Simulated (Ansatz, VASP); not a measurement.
## One calculation of LiF, two programs

INCAR

```
SYSTEM = LiF
  PREC = Accurate
  ENCUT = 520
  EDIFF = 1E-7
  ISMEAR = 0
  SIGMA = 0.05
  LREAL = .FALSE.
  LASPH = .TRUE.
  NELM = 80
  ALGO = Normal
  ISIF = 2
  LWAVE = .FALSE.
  LCHARG = .FALSE.
  GGA = PE
  NBANDS = 12
```

File KPOINTS:

```
regular mesh
0
G
  10 10 10
  0 0 0
```

Contents of POSCAR:

```
LiF
1.0
    2.3547703600      0.0000000000      0.0000000000
    0.0000000000      2.3547703600      0.0000000000
    0.0000000000      0.0000000000      2.5595330000
Li F
1 1
Direct
    0.0000000000      0.0000000000      0.0000000000
    0.5000000000      0.5000000000      0.5000000000
```

Input for Ansatz:

```yaml
crystal:
  lattice:
    - [2.35477036, 0.0, 0.0]
    - [0.0, 2.35477036, 0.0]
    - [0.0, 0.0, 2.559533]
  atoms:
    - { symbol: Li, position: [0.0, 0.0, 0.0] }
    - { symbol: F, position: [0.5, 0.5, 0.5] }
basis:
  ecutwfc: 420
kpoints:
  mp_grid: { grid: [10, 10, 10] }
hamiltonian:
  xc: pbe
scf:
  occupations: { method: gaussian, width: 0.05 }
output:
  forces: true
  stress: true
  eigenvalues: true
```

Change from the starting cell: strain -0.080 along x and y, +0.000 along z, atoms carried along.

Alike in both runs: task single point; functional PBE; k mesh 10 × 10 × 10; occupations gaussian, width 0.05 eV; no spin polarisation.

```csv
,VASP,Ansatz
version,VASP 6.6.1,Ansatz 0.2.0
potentials or method,"VASP PAW PBE potentials, release 64 (Li_sv, F)","scalar-relativistic, plane waves, PAW"
plane-wave cutoff (eV),520,420
valence electrons in the cell,10,10
```

```csv
,VASP,Ansatz,Ansatz less VASP
gap on the k mesh at the Fermi level (eV),8.64,8.63,-0.012
least direct gap on the mesh (eV),9.39,9.38,-0.013
```

With one functional, cell and mesh, what is left measures potentials, basis and numerics.

 A k mesh can miss the band edges.
